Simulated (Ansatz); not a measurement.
Optical constants of HgTe

Computed with DFT PBE, scalar-relativistic, plane waves, PAW (Ansatz 0.2.0). Plane waves to 420 eV; Γ-centred k mesh 12×12×12; Fermi-Dirac smearing of 0.15 eV. No spin polarisation.

Equilibrium structure at this level:
```yaml
crystal:
  lattice:
    - [0.00000, 3.32646, 3.32646]
    - [3.32646, 0.00000, 3.32646]
    - [3.32646, 3.32646, 0.00000]
  atoms:
    - { symbol: Hg, position: [0.00000, 0.00000, 0.00000] }
    - { symbol: Te, position: [0.75000, 0.75000, 0.75000] }
```

In a metal these results depend on the k mesh and the smearing. Spin–orbit coupling is left out, which matters for heavy elements.

Independent-particle response (no local fields, no excitons) on a 18×18×18 mesh, broadened by 0.1 eV; the Drude term is undamped and its weight carries the smearing above, which sets much of it in a semimetal. The run couldn't bound its error over part or most of this range, so small peaks and near ties are unsure. Light polarised along y. ε₁ lacks the small share of bands above those solved.

(1) Tabulate n, κ, the reflectivity and the absorption coefficient against photon energy.

(2) Where is the highest local maximum of ε₂ between 0.3 and 12 eV?

Answers

(1)
| E (eV) | n | κ | R | α (10⁵ cm⁻¹) |
| --- | --- | --- | --- | --- |
| 0.2 | 0.83 | 1.30 | 0.34 | 0.26 |
| 0.5 | 3.77 | 0.52 | 0.35 | 0.26 |
| 0.8 | 3.94 | 0.68 | 0.37 | 0.55 |
| 1.1 | 4.06 | 0.90 | 0.38 | 1.00 |
| 1.4 | 4.26 | 1.34 | 0.42 | 1.91 |
| 1.7 | 3.58 | 2.17 | 0.44 | 3.74 |
| 2.0 | 2.96 | 2.01 | 0.40 | 4.08 |
| 2.3 | 2.67 | 1.81 | 0.36 | 4.23 |
| 2.6 | 2.54 | 1.65 | 0.33 | 4.34 |
| 2.9 | 2.50 | 1.53 | 0.32 | 4.51 |
| 3.2 | 2.53 | 1.49 | 0.31 | 4.84 |
| 3.5 | 2.62 | 1.57 | 0.33 | 5.58 |
| 3.8 | 2.67 | 1.99 | 0.39 | 7.65 |
| 4.1 | 1.98 | 1.79 | 0.35 | 7.45 |
| 4.4 | 1.90 | 1.74 | 0.34 | 7.77 |
| 4.7 | 2.01 | 1.78 | 0.34 | 8.49 |
| 5.0 | 1.76 | 1.66 | 0.32 | 8.42 |
| 5.3 | 1.85 | 1.45 | 0.28 | 7.78 |
| 5.6 | 2.36 | 1.59 | 0.32 | 9.00 |
| 5.9 | 1.75 | 2.39 | 0.47 | 14.30 |
| 6.2 | 1.35 | 2.16 | 0.47 | 13.60 |
| 6.5 | 1.16 | 2.00 | 0.47 | 13.17 |
| 6.8 | 1.04 | 1.88 | 0.46 | 12.99 |
| 7.1 | 0.85 | 1.85 | 0.50 | 13.31 |
| 7.4 | 0.72 | 1.50 | 0.45 | 11.28 |
| 7.7 | 0.81 | 1.43 | 0.39 | 11.19 |
| 8.0 | 0.81 | 1.29 | 0.34 | 10.44 |
| 8.3 | 0.91 | 1.27 | 0.31 | 10.65 |
| 8.6 | 0.91 | 1.32 | 0.33 | 11.52 |
| 8.9 | 0.78 | 1.38 | 0.39 | 12.47 |
| 9.2 | 0.71 | 1.31 | 0.39 | 12.25 |
| 9.5 | 0.56 | 1.34 | 0.47 | 12.92 |
| 9.8 | 0.42 | 1.08 | 0.48 | 10.76 |
| 10.1 | 0.51 | 0.93 | 0.35 | 9.52 |
| 10.4 | 0.54 | 0.89 | 0.31 | 9.34 |
| 10.7 | 0.57 | 0.81 | 0.27 | 8.76 |
| 11.0 | 0.66 | 0.78 | 0.22 | 8.67 |
| 11.3 | 0.62 | 0.79 | 0.24 | 9.06 |
| 11.6 | 0.69 | 0.72 | 0.18 | 8.41 |
| 11.9 | 0.69 | 0.79 | 0.21 | 9.59 |

(2) At 1.6 eV, where ε₂ = 16.5.

Cost: 1 run of about 1.8 core-minutes, on Intel Xeon Platinum 8488C (Sapphire Rapids) (shared hosts).